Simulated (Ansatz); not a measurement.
## LaAlO3 (space group R-3c, No. 167)

```
LaAlO3
1.0
    2.68351     1.54933     4.36933
   -2.68351     1.54933     4.36933
    0.00000    -3.09866     4.36933
La Al O
2 2 6
Direct
  0.25000   0.25000   0.25000
  0.75000   0.75000   0.75000
  0.00000   0.00000   0.00000
  0.50000   0.50000   0.50000
  0.77935   0.72065   0.25000
  0.25000   0.77935   0.72065
  0.72065   0.25000   0.77935
  0.22065   0.27935   0.75000
  0.75000   0.22065   0.27935
  0.27935   0.75000   0.22065
```

The values are results of Ansatz (a first-principles code), r2SCAN, PAW, cutoff 500 eV, without spin-orbit coupling, earlier PAW set, not measurements. k-mesh 8×8×8 (Γ-centred); smearing 0.05 eV (Fermi–Dirac).

| Item | Result |
|---|---|
| Volume per atom | 10.90 Å³ |
| Density | 6.52 g/cm³ |
| Band gap | 4.38 eV, indirect, F → Γ |
| Lowest conduction-band minima above the VBM | Γ 4.38 eV |
| Total energy | -1704.266 eV/atom (σ→0; compares only within this code and set-up) |

No phonon test of stability was made.
